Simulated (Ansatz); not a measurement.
# Ba: single points about a listed cell

A set of self-consistent runs on Ba under random distortions, further strains and shifts, swapped elements, to map its energy surface near the listed cell.

Computed with Ansatz 0.2.0 (DFT PBE, scalar-relativistic, plane waves, PAW, unless a step's input says otherwise).

## (1) The starting structure

The structure is orthorhombic, space group Cmcm (No. 63). Conventional cell: a = 7.123 Å, b = 9.282 Å, c = 6.579 Å, α = 90.00°, β = 90.00°, γ = 90.00°. Ba (site symmetry m2m) has 3 Ba at 3.43 to 3.76 Å as nearest neighbours. Ba (site symmetry m2m) is surrounded by 5 Ba at 3.30 to 3.76 Å.

Coordinates:

```
CELL_PARAMETERS angstrom
3.56174 -4.64118 0.00000
3.56174 4.64118 0.00000
0.00000 0.00000 6.57851
ATOMIC_POSITIONS crystal
Ba 0.85584 0.14416 0.25000
Ba 0.14416 0.85584 0.75000
Ba 0.48655 0.51345 0.25000
Ba 0.51345 0.48655 0.75000
```

The structure comes from the Materials Project (structure only).

## (2) A random distortion, cell strained

The change: strain xx, yy, zz, yz, xz, xy = -1.0, -1.4, -1.9, -0.1, +0.0, +0.1 %; atoms moved by 0.03 Å root mean square, at most 0.04 Å.

The input, input.yaml:

```yaml
crystal:
  lattice:
    - [3.5209123894, -4.5725489547, 0.0030880422]
    - [3.5341861642, 4.5827355369, -0.0060086706]
    - [-0.002697187, -0.0064469349, 6.4525266292]
  atoms:
    - { symbol: Ba, position: [0.8556772319, 0.1433148344, 0.2516234692] }
    - { symbol: Ba, position: [0.1413847507, 0.8553415703, 0.7537014489] }
    - { symbol: Ba, position: [0.4857287125, 0.5114524421, 0.2435578068] }
    - { symbol: Ba, position: [0.517209305, 0.4898911532, 0.7511172751] }
basis:
  ecutwfc: 420
kpoints:
  mp_grid: { grid: [8, 8, 6] }
hamiltonian:
  xc: pbe
scf:
  occupations: { method: gaussian, width: 0.1 }
output:
  forces: true
  stress: true
  eigenvalues: true
```

The run is started by

```console
$ ansatz run input.yaml --threads 1 --pin off --max-ram 1331MiB --backend cpu --events-out ev --progress --plain --runs-dir out
```

## (3) A distortion of lower symmetry

The input, input.yaml:

```yaml
crystal:
  lattice:
    - [3.5807593935, -4.6689283977, 0.127617904]
    - [3.4282502187, 4.5518895555, 0.157321456]
    - [0.2631402, 0.021051216, 6.3875309998]
  atoms:
    - { symbol: Ba, position: [0.8666052052, 0.1413477609, 0.257187648] }
    - { symbol: Ba, position: [0.1333947948, 0.8586522391, 0.742812352] }
    - { symbol: Ba, position: [0.4864548953, 0.5157041781, 0.2506333035] }
    - { symbol: Ba, position: [0.5135451047, 0.4842958219, 0.7493666965] }
basis:
  ecutwfc: 420
kpoints:
  mp_grid: { grid: [8, 8, 6] }
hamiltonian:
  xc: pbe
scf:
  occupations: { method: gaussian, width: 0.1 }
output:
  forces: true
  stress: true
  eigenvalues: true
```

## (4) Substitution of an element, cell strained: Ba → Mg, first probe

The input, input.yaml:

```yaml
crystal:
  lattice:
    - [2.8689047564, -3.7556770928, 0.0]
    - [2.8689047564, 3.7556770928, 0.0]
    - [0.0, 0.0, 5.3894073593]
  atoms:
    - { symbol: Mg, position: [0.8221948151, 0.1778051849, 0.25] }
    - { symbol: Mg, position: [0.1778051849, 0.8221948151, 0.75] }
    - { symbol: Mg, position: [0.4687048683, 0.5312951317, 0.25] }
    - { symbol: Mg, position: [0.5312951317, 0.4687048683, 0.75] }
basis:
  ecutwfc: 420
kpoints:
  mp_grid: { grid: [4, 4, 4] }
hamiltonian:
  xc: pbe
scf:
  occupations: { method: gaussian, width: 0.1 }
output:
  forces: true
  stress: true
  eigenvalues: true
```

**Question.** What will these runs give? Wanted: for each run, case; energy; pressure; largest force.

**Answer**, as computed:

| step | case | energy (meV/atom) | pressure (GPa) | largest force (eV/Å) | gap on the mesh (eV) |
| --- | --- | --- | --- | --- | --- |
| 2 | a random distortion, cell strained | +0.0 | 1.4 | 0.83 | 0.00 |
| 3 | a distortion of lower symmetry | -2.9 | 1.5 | 0.64 | 0.00 |

Energies are counted from step 2, with the smearing taken to zero. A gap of 0.00 means none on the mesh at this level.

What this shows: Among the distorted cells of the listed formula and level the largest force, 0.83 eV/Å, acts on Ba3 in step 2. The distorted cells of the listed formula and level show no gap on the mesh.
